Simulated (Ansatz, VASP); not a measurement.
## KF in VASP and in Ansatz

```
K F
1.0
     0.00000    2.63193    2.63193
     2.63193    0.00000    2.63193
     2.63193    2.63193    0.00000
K F
1 1
Direct
  0.00000 0.00000 0.00000
  0.50000 0.50000 0.50000
```

Alike in both runs: task single point; functional r2SCAN; k mesh 8 × 8 × 8; occupations gaussian, width 0.02 eV; no spin polarisation.

|  | VASP | Ansatz |
| --- | --- | --- |
| version | VASP 6.6.1 | Ansatz 0.2.0 |
| potentials or method | VASP PAW PBE potentials, release 64 (K_sv, F) | scalar-relativistic, plane waves, PAW |
| plane-wave cutoff (eV) | 520 | 500 |
| valence electrons in the cell | 16 | 16 |

|  | VASP | Ansatz | Ansatz less VASP |
| --- | --- | --- | --- |
| gap on the k mesh at the Fermi level (eV) | 7.08 | 7.08 | 0.000 |
| least direct gap on the mesh (eV) | 7.08 | 7.08 | 0.000 |
| pressure (GPa) | 1.2 | 1.2 | +0.02 |

The functional is the same, so the differences come from potentials, cutoffs and numerics.

Caveats: the PAW data sets were made with another functional, which shifts forces and pressure a little (VASP). r2SCAN opens gaps a little over a GGA but as a rule still falls short of measured ones. A k mesh can miss the band edges.
